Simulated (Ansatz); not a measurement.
# MgS under changes of volume

One of the cells (22.670 Å³/atom); the others are scaled copies at fixed shape and fractional positions:

```
CELL_PARAMETERS angstrom
4.03462 0.00000 0.00000
-2.01731 3.49409 0.00000
0.00000 0.00000 6.43229
ATOMIC_POSITIONS crystal
S 0.66667 0.33333 0.87924
S 0.33333 0.66667 0.37924
Mg 0.33333 0.66667 0.99575
Mg 0.66667 0.33333 0.49575
```

The cell comes from a database or a generator and needn't be the stable form of this composition.

| Item | Value |
| --- | --- |
| Program | Ansatz 0.2.0 |
| Functional | r2SCAN |
| Potentials or basis | Ansatz PAW |
| Cutoff | 500 eV (not typed: the program's choice for these potentials) |
| k mesh | 8 × 8 × 4 |
| Occupations | fermi-dirac, width 0.05 eV |
| Spin | no spin polarisation |

```tsv
volume (Å³/atom)	energy over the lowest point (meV/atom)	pressure (GPa)	gap on the mesh (eV)	largest force (eV/Å)
21.309	17.04	4.2	4.45	0.048
21.763	7.34	2.7	4.33	0.050
22.216	1.79	1.3	4.22	0.053
22.670	0.00	0.0	4.12	0.055
23.123	?	?	?	?
23.576	6.27	-2.2	3.91	0.058
24.030	13.72	-3.1	3.82	0.060
```

Problem. What does the run at 23.123 Å³/atom give?

Solution. Energy over the lowest point 1.60 meV/atom; pressure -1.1 GPa; gap on the mesh 4.01 eV; largest force 0.057 eV/Å.

Worked out: A Birch-Murnaghan fit of order 3 (a polynomial in V^(-2/3)) to the other rows has its minimum at 22.67 Å³/atom with B0 = V·E''(V) = 60 GPa and B' = 4.0 at fixed shape and positions, which overstates the stiffness. It gives 1.60 meV/atom at 23.123 Å³/atom, against the run's 1.60, and -dE/dV = -1.1 GPa, against -1.1. A straight line through the other rows of the gap, of slope -5.24 eV per unit of ln V (its deformation potential), gives 4.02 eV, against the run's 4.01.

Energies are extrapolated to zero smearing.

Caveats: the PAW data sets come from PBE, with cores solved anew for the run's functional, which leaves a small shift of forces and pressure.
